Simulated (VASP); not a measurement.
# Br (I4/mmm) in VASP: further runs

The runs below take Br through single point, with PBE.

Everything below comes from runs of VASP 6.6.1. Logs are shortened: lines on timing, memory, paths and dates and some standing lists are left out, and cuts for length are marked.

## (1) The structure

It takes space group I4/mmm (No. 139, tetragonal). The conventional cell has a = 2.847 Å, b = 2.847 Å, c = 7.155 Å, α = 90.00°, β = 90.00°, γ = 90.00°. Around Br (site symmetry 4/mmm) lie 4 Br at 2.85 Å.

## (2) Single point, PBE

The input, INCAR:

```
SYSTEM = Br
  PREC = Accurate
  ENCUT = 520
  EDIFF = 1E-7
  ISMEAR = 0
  SIGMA = 0.05
  LREAL = .False.
  LASPH = .True.
  NELM = 100
  ALGO = Fast
  ISIF = 2
  LWAVE = .False.
  LCHARG = .False.
  GGA = PE
  NBANDS = 10
```

The input, KPOINTS:

```
regular mesh
0
Gamma
  13 13 13
  0 0 0
```

The input, POSCAR:

```
Br
4.105
   -0.346770208283      0.346770208283      0.871502404385
    0.346770208283     -0.346770208283      0.871502404385
    0.346770208283      0.346770208283     -0.871502404385
Br
1
Direct
    0.0000000000      0.0000000000      0.0000000000
```

Potentials or basis: VASP PAW PBE potentials, release 64 (Br).

Launch:

```sh
$ cat potpaw_PBE.64/Br/POTCAR > POTCAR
$ mpirun -np 1 vasp_std > vasp.out
```

OUTCAR:

```text
SYSTEM = Br
   PREC = Accurate
   ENCUT = 520
   EDIFF = 1E-7
   ISMEAR = 0
   LREAL = .False.
   LASPH = .True.
   NELM = 100
   ISIF = 2
   GGA = PE

 ion  position               nearest neighbor table
   1  0.000  0.000  0.000-

  LATTYP: Found a body centered tetragonal cell.
 ALAT       =     2.8469834100
 C/A-ratio  =     2.5131986069

  Lattice vectors:

 A1 = (  -1.4234917050,   1.4234917050,   3.5775173700)
 A2 = (   1.4234917050,  -1.4234917050,   3.5775173700)
 A3 = (   1.4234917050,   1.4234917050,  -3.5775173700)

Analysis of symmetry for initial positions (statically):
=====================================================================
 Subroutine PRICEL returns:
 Original cell was already a primitive cell.

 Routine SETGRP: Setting up the symmetry group for a
 body centered tetragonal supercell.

 Subroutine GETGRP returns: Found 16 space group operations
 (whereof 16 operations were pure point group operations)
 out of a pool of 16 trial point group operations.

The static configuration has the point symmetry D_4h.

Analysis of symmetry for dynamics (positions and initial velocities):
=====================================================================
 Subroutine PRICEL returns:
 Original cell was already a primitive cell.

 Routine SETGRP: Setting up the symmetry group for a
 body centered tetragonal supercell.

 Subroutine GETGRP returns: Found 16 space group operations
 (whereof 16 operations were pure point group operations)
 out of a pool of 16 trial point group operations.

The dynamic configuration has the point symmetry D_4h.

 Subroutine INISYM returns: Found 16 space group operations
 (whereof 16 operations are pure point group operations),
 and found     1 'primitive' translations

----------------------------------------------------------------------------------------

                                     Primitive cell

  volume of cell :      28.9969

  direct lattice vectors                    reciprocal lattice vectors
    -1.423491705  1.423491705  3.577517370     0.000000000  0.351248973  0.139761725
     1.423491705 -1.423491705  3.577517370     0.351248973  0.000000000  0.139761725
     1.423491705  1.423491705 -3.577517370     0.351248973  0.351248973  0.000000000

  length of vectors
     4.105032010  4.105032010  4.105032010     0.378033307  0.378033307  0.496741062

  position of ions in fractional coordinates (direct lattice)
     0.000000000  0.000000000  0.000000000

  ion indices of the primitive-cell ions
   primitive index   ion index
                 1           1

----------------------------------------------------------------------------------------

 KPOINTS: regular mesh

Automatic generation of k-mesh.
 Grid dimensions read from file:
 generate k-points for:   13   13   13

 Generating k-lattice:

  Cartesian coordinates                     Fractional coordinates (reciprocal lattice)
     0.000000000  0.027019152  0.010750902     0.076923077  0.000000000 -0.000000000
     0.027019152  0.000000000  0.010750902     0.000000000  0.076923077 -0.000000000
     0.027019152  0.027019152  0.000000000     0.000000000  0.000000000  0.076923077

  Length of vectors
     0.029079485  0.029079485  0.038210851

  Shift w.r.t. Gamma in fractional coordinates (k-lattice)
     0.000000000  0.000000000  0.000000000

 Subroutine IBZKPT returns following result:
 ===========================================

 Found    196 irreducible k-points:

 Following reciprocal coordinates:
            Coordinates               Weight
  0.000000  0.000000  0.000000      1.000000
  0.076923 -0.000000  0.000000      8.000000
  0.153846 -0.000000  0.000000      8.000000
  0.230769  0.000000  0.000000      8.000000
  0.307692 -0.000000  0.000000      8.000000
  0.384615 -0.000000  0.000000      8.000000
[... 16 lines left out ...]
  0.384615  0.153846  0.000000     16.000000
  0.461538  0.153846  0.000000     16.000000
 [... further k-points ...]
   k-points           NKPTS =    196   k-points in BZ     NKDIM =    196   number of bands    NBANDS=     10
   number of dos      NEDOS =    301   number of ions     NIONS =      1
   total plane-waves  NPLWV =  32768
   dimension x,y,z NGX =    32 NGY =   32 NGZ =   32
   dimension x,y,z NGXF=    64 NGYF=   64 NGZF=   64
   ions per type =               1
   NGX,Y,Z   is equivalent  to a cutoff of  12.96, 12.96, 12.96 a.u.
   NGXF,Y,Z  is equivalent  to a cutoff of  25.92, 25.92, 25.92 a.u.
 SYSTEM =  Br
   PREC   = accura    normal or accurate (medium, high low for compatibility)
   ISTART =      0    job   : 0-new  1-cont  2-samecut
   ICHARG =      2    charge: 1-file 2-atom 10-const
   ISPIN  =      1    spin polarized calculation?
   LNONCOLLINEAR =      F non collinear calculations
   LSORBIT =      F    spin-orbit coupling
   LASPH  =      T    aspherical Exc in radial PAW
   ENCUT  =  520.0 eV  38.22 Ry    6.18 a.u.   7.63  7.63  7.63*2*pi/ulx,y,z
   NELM   =    100;   NELMIN=  2; NELMDL= -5     # of ELM steps
   EDIFF  = 0.1E-06   stopping-criterion for ELM
   LREAL  =      F    real-space projection
   EDIFFG = 0.1E-05   stopping-criterion for IOM
   NSW    =      0    number of steps for IOM
   IBRION =     -1    ionic relax: 0-MD 1-quasi-New 2-CG
   NFREE  =      0    steps in history (QN), initial steepest desc. (CG)
   ISIF   =      2    stress and relaxation
   ISYM   =      2    0-nonsym 1-usesym 2-fastsym
   POTIM  = 0.5000    time-step for ionic-motion
   TEBEG  =    0.0;   TEEND  =   0.0 temperature during run
   PSTRESS=    0.0 pullay stress
   NELECT =       7.0000    total number of electrons
   NUPDOWN=      -1.0000    fix difference up-down
   EMIN   =  10.00;   EMAX   =-10.00  energy-range for DOS
   EFERMI =   0.00;   METHOD = LEGACY
   ISMEAR =     0;   SIGMA  =   0.05  broadening in eV -4-tet -1-fermi 0-gaus
   EFERMI_NEDOS =   21; number of points for ismear=-14 and -15
   IALGO  =     68    algorithm
   IMIX   =      4    mixing-type and parameters
     AMIX     =   0.40;   BMIX     =  1.00
     AMIX_MAG =   1.60;   BMIX_MAG =  1.00
  volume/ion in A,a.u.               =      29.00       195.68
  Fermi-wavevector in a.u.,A,eV,Ry     =   1.019351  1.926294 14.137486  1.039076
  Thomas-Fermi vector in A             =   2.152860
   LORBIT       =      0    0 simple, 1 ext, 2 COOP (PROOUT), +10 PAW based schemes
   GGA     = PE    functional components
   LHFCALC =     F    Hartree Fock is set to
   AEXX    =    0.0000 exact exchange contribution
   IVDW    =     0    specifies the selected vdW correction
   LEPSILON=     F    determine dielectric tensor
   LRPA    =     F    only Hartree local field effects (RPA)
 non-spin polarized calculation
 RMM-DIIS sequential band-by-band and
 Gauss-broadening in eV      SIGMA  =   0.05
  energy-cutoff  :      520.00
  volume of cell :       29.00
 maximum number of plane-waves:       795
   NGX = 15   NGY = 15   NGZ = 15

 number of electron       7.0000000 magnetization

 Free energy of the ion-electron system (eV)
  ---------------------------------------------------
  ext. energy  EPLUGINS =         0.00000000
  ---------------------------------------------------
  free energy    TOTEN  =        -1.44152897 eV

  energy without entropy =       -1.44064163  energy(sigma->0) =       -1.44108530

 E-fermi :   1.4725     XC(G=0):  -8.6375

 val. band max:        1.3841121695   @ k =  -0.2308   0.3077   0.0769
 cond. band min:       1.4916748839   @ k =  -0.3077   0.3846   0.1538
 fundamental gap:      0.1075627143
 Fermi energy:         1.4724696278

 k-point     1 :       0.0000    0.0000    0.0000
  band No.  band energies     occupation
      1     -14.8296      2.00000
      2      -0.8595      2.00000
      3       2.3934      0.00000
      4       2.3934      0.00000
      5       6.8799      0.00000
      6      11.2709      0.00000
      7      11.7645      0.00000
      8      17.3354      0.00000
      9      17.3354      0.00000
     10      17.9559      0.00000

 k-point     2 :       0.0769   -0.0000    0.0000
  band No.  band energies     occupation
      1     -14.7562      2.00000
      2      -0.8524      2.00000
      3       1.7745      0.00000
      4       2.4384      0.00000
      5       7.1076      0.00000
      6      11.5250      0.00000
      7      12.3288      0.00000
      8      15.5115      0.00000
      9      17.4527      0.00000
     10      18.8984      0.00000

 k-point     3 :       0.1538   -0.0000    0.0000
  band No.  band energies     occupation
      1     -14.5433      2.00000
      2      -0.8331      2.00000
      3       0.4005      2.00000
      4       2.5663      0.00000
      5       7.6683      0.00000
      6      11.7875      0.00000
      7      13.4380      0.00000
      8      14.2282      0.00000
      9      17.7952      0.00000
     10      19.4642      0.00000

 k-point     4 :       0.2308    0.0000    0.0000
  band No.  band energies     occupation
      1     -14.2153      2.00000
      2      -1.2452      2.00000
      3      -0.6782      2.00000
      4       2.7560      0.00000
      5       8.3535      0.00000
      6      11.8952      0.00000
      7      12.2649      0.00000
      8      16.4046      0.00000
      9      18.2974      0.00000
     10      19.5530      0.00000

 k-point     5 :       0.3077   -0.0000    0.0000
  band No.  band energies     occupation
      1     -13.8211      2.00000
      2      -2.6178      2.00000
      3      -0.6287      2.00000
      4       2.9710      0.00000
      5       8.6244      0.00000
      6      11.5528      0.00000
      7      12.6401      0.00000
      8      17.9866      0.00000
      9      18.0796      0.00000
     10      19.2595      0.00000

 k-point     6 :       0.3846   -0.0000    0.0000
  band No.  band energies     occupation
      1     -13.4449      2.00000
      2      -3.7062      2.00000
      3      -0.5314      2.00000
      4       3.1616      0.00000
      5       8.2077      0.00000
      6      12.4610      0.00000
      7      13.1334      0.00000
      8      17.0903      0.00000
      9      17.8722      0.00000
     10      19.5681      0.00000
[... 183 lines left out ...]
 k-point    21 :       0.2308    0.1538    0.0000
  band No.  band energies     occupation
      1     -13.9071      2.00000
      2      -1.1939      2.00000
      3      -0.6993      2.00000
      4       0.8332      2.00000
      5       9.2754      0.00000
      6      12.9758      0.00000
      7      13.9347      0.00000
      8      15.4867      0.00000
      9      15.9354      0.00000
     10      17.9593      0.00000

 k-point    22 :       0.3077    0.1538    0.0000
  band No.  band energies     occupation
      1     -13.5169      2.00000
      2      -2.4171      2.00000
      3      -0.7311      2.00000
      4       1.0983      2.00000
      5       9.2476      0.00000
      6      12.7009      0.00000
      7      13.8398      0.00000
      8      15.7852      0.00000
      9      16.5130      0.00000
     10      18.9842      0.00000

 k-point    23 :       0.3846    0.1538    0.0000
  band No.  band energies     occupation
      1     -13.1531      2.00000
      2      -3.4769      2.00000
      3      -0.5368      2.00000
      4       1.3433      1.99974
      5       8.7651      0.00000
      6      12.5033      0.00000
      7      14.3158      0.00000
      8      15.8268      0.00000
      9      16.9508      0.00000
     10      18.4766      0.00000

 k-point    24 :       0.4615    0.1538    0.0000
  band No.  band energies     occupation
      1     -12.9331      2.00000
      2      -4.0560      2.00000
      3      -0.3283      2.00000
      4       1.4993      0.44814
      5       8.3974      0.00000
      6      12.1219      0.00000
      7      14.6766      0.00000
      8      15.7675      0.00000
      9      16.6893      0.00000
     10      18.6887      0.00000

 [... further k-points ...]

------------------------ aborting loop because EDIFF is reached ----------------------------------------

  FORCE on cell =-STRESS in cart. coord.  units (eV):
  Direction    XX          YY          ZZ          XY          YZ          ZX
  --------------------------------------------------------------------------------------
  -------------------------------------------------------------------------------------
  Total        0.2248089      0.2248089      0.3058861      0.0000000     -0.0000000      0.0000000
  in kB       12.4214557     12.4214557     16.9012429      0.0000000     -0.0000000      0.0000000
  external PRESSURE =      13.9147181 kB  Pullay stress =       0.0000000 kB

 VOLUME and BASIS-vectors are now :
 -----------------------------------------------------------------------------
  energy-cutoff  :      520.00
  volume of cell :       29.00
      direct lattice vectors                 reciprocal lattice vectors
    -1.423491705  1.423491705  3.577517370     0.000000000  0.351248973  0.139761725
     1.423491705 -1.423491705  3.577517370     0.351248973  0.000000000  0.139761725
     1.423491705  1.423491705 -3.577517370     0.351248973  0.351248973  0.000000000

 POSITION                                       TOTAL-FORCE (eV/Angst)
 -----------------------------------------------------------------------------------
      0.00000      0.00000      0.00000        -0.000000      0.000000      0.000000
 -----------------------------------------------------------------------------------
    total drift:                               -0.000000     -0.000000      0.000000

  FREE ENERGIE OF THE ION-ELECTRON SYSTEM (eV)
  ---------------------------------------------------
  free  energy   TOTEN  =        -1.4415289652 eV

  energy  without entropy=       -1.4406416251  energy(sigma->0) =       -1.44108530
```

Wall time 48 s (1 thread of Intel Xeon Platinum 8488C (Sapphire Rapids), shared host); peak memory 0.2 GiB.

Results:

* Free energy: -1.4415 eV
* Pressure: 1.4 GPa
* Band gap on the k mesh: none (metal or under the smearing width)

Levels at points of the mesh, in eV from the Fermi level:
```tsv
k point	band 1	band 2	band 3	band 4	band 5	band 6	band 7	band 8
(0.00, 0.00, 0.00)	-16.30	-2.33	0.92	0.92	5.41	9.80	10.29	15.86
```

Caveat: an odd number of electrons without spin polarisation forces a metal; a magnetic or distorted state may lie lower.

## (3) Single point, PBE

The input, run.py:

```python
from ase.calculators.vasp import Vasp
from ase.dft.bandgap import bandgap
from ase.io import read

atoms = read('Br.cif', primitive_cell=True, subtrans_included=False)
calc = Vasp(
    directory='calc',
    xc='pbe',
    pp='PBE',
    setups='materialsproject',
    prec='Accurate',
    encut=520,
    ediff=1e-07,
    ismear=0,
    sigma=0.05,
    lreal=False,
    lasph=True,
    nelm=60,
    algo='Normal',
    isif=2,
    lwave=False,
    lcharg=False,
    kpts=[13, 13, 13],
    gamma=True,
)
atoms.calc = calc

print('energy (eV):', atoms.get_potential_energy())
print('free energy (eV):', atoms.get_potential_energy(force_consistent=True))
print('forces (eV/A):')
print(atoms.get_forces())
print('stress (eV/A^3, Voigt):', atoms.get_stress())
print('Fermi level (eV):', calc.get_fermi_level())
gap, top, bottom = bandgap(calc)
print('band gap (eV):', gap, 'from (spin, k, band)', top, 'to', bottom)
```

The input, Br.cif:

```cif
data_Br
_cell_length_a 2.84698341
_cell_length_b 2.84698341
_cell_length_c 7.15503474
_cell_angle_alpha 90.00000000
_cell_angle_beta 90.00000000
_cell_angle_gamma 90.00000000
_space_group_name_H-M_alt 'I4/mmm'
_space_group_name_Hall '-I 4 2'
_space_group_IT_number 139
loop_
_space_group_symop_operation_xyz
'x,y,z'
'-x,-y,-z'
'-y,x,z'
'y,-x,-z'
'-x,-y,z'
'x,y,-z'
'y,-x,z'
'-y,x,-z'
'x,-y,-z'
'-x,y,z'
'-y,-x,-z'
'y,x,z'
'-x,y,-z'
'x,-y,z'
'y,x,-z'
'-y,-x,z'
'x+1/2,y+1/2,z+1/2'
'-x+1/2,-y+1/2,-z+1/2'
'-y+1/2,x+1/2,z+1/2'
'y+1/2,-x+1/2,-z+1/2'
'-x+1/2,-y+1/2,z+1/2'
'x+1/2,y+1/2,-z+1/2'
'y+1/2,-x+1/2,z+1/2'
'-y+1/2,x+1/2,-z+1/2'
'x+1/2,-y+1/2,-z+1/2'
'-x+1/2,y+1/2,z+1/2'
'-y+1/2,-x+1/2,-z+1/2'
'y+1/2,x+1/2,z+1/2'
'-x+1/2,y+1/2,-z+1/2'
'x+1/2,-y+1/2,z+1/2'
'y+1/2,x+1/2,-z+1/2'
'-y+1/2,-x+1/2,z+1/2'
loop_
_atom_site_label
_atom_site_type_symbol
_atom_site_symmetry_multiplicity
_atom_site_Wyckoff_symbol
_atom_site_fract_x
_atom_site_fract_y
_atom_site_fract_z
_atom_site_occupancy
Br1 Br 2 a 0.0000000000 0.0000000000 0.0000000000 1
```

Potentials or basis: VASP PAW PBE potentials, release 64 (Br).

Launch:

```sh
$ python run.py
```

Run time: 46 s. Hardware: 1 thread of Intel Xeon Platinum 8488C (Sapphire Rapids), shared host; peak memory 0.19 GiB.

It converged, with:

```yaml
Free_energy: -1.4415 eV
Pressure: 1.4 GPa
Band_gap_on_the_k_mesh: none (metal or under the smearing width)
```

Stress tensor (GPa, compression positive):
```
1.24 0.00 0.00
0.00 1.24 0.00
0.00 0.00 1.69
```

Levels at points of the mesh, in eV from the Fermi level:
```csv
k point,band 1,band 2,band 3,band 4,band 5,band 6,band 7
"(0.00, 0.00, 0.00)",-16.30,-2.33,0.92,0.92,5.41,9.80,10.29
```

Caveat: an odd number of electrons without spin polarisation forces a metal; a magnetic or distorted state may lie lower.
